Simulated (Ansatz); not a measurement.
# Bands of F

```
F
1.0
     2.90349    0.00000    0.00000
    -1.45175    2.51450    0.00000
     0.00000    0.00000    2.92067
F
2
Cartesian
  0.0000 1.6763 0.7302
  1.4517 0.8382 2.1905
```

Atoms are numbered in the order listed.

The structure comes from a relaxation in the same program, started in the hcp type, and has space group P6_3/mmc. Whether it is a known phase or the ground state wasn't checked.

Level of theory: Ansatz 0.2.0, DFT, PBE, all-electron LAPW, scalar-relativistic.

Numerical set-up: a Γ-centred 19×19×10 k mesh, Fermi–Dirac smearing of 0.08 eV, basis error target 0.5 meV/atom, no spin polarisation.

Points in fractions of the reciprocal vectors of this cell: Γ (0, 0, 0), M (0.5, 0, 0), K (0.333, 0.333, 0), A (0, 0, 0.5), L (0.5, 0, 0.5), H (0.333, 0.333, 0.5). The path joins them by straight lines in the order Γ–M–K–Γ–A–L–H–A–L; legs that retrace an earlier one aren't tabulated. Energies are in eV from the Fermi level.

Q: List the levels at M between -20 and 10 eV.

A: -3.16, -2.71, -1.90, -1.05, -0.76, 0.22.

Q: List the levels at H between -20 and 10 eV.

A: -3.96 (×2), -1.95 (×2), 0.50 (×2).

Q: List the levels at Γ between -20 and 10 eV.

A: -19.16, -3.12, -1.92 (×2), -0.19 (×2), 0.44.

Q: What is the band gap?

A: none: bands cross the Fermi level, a metal.
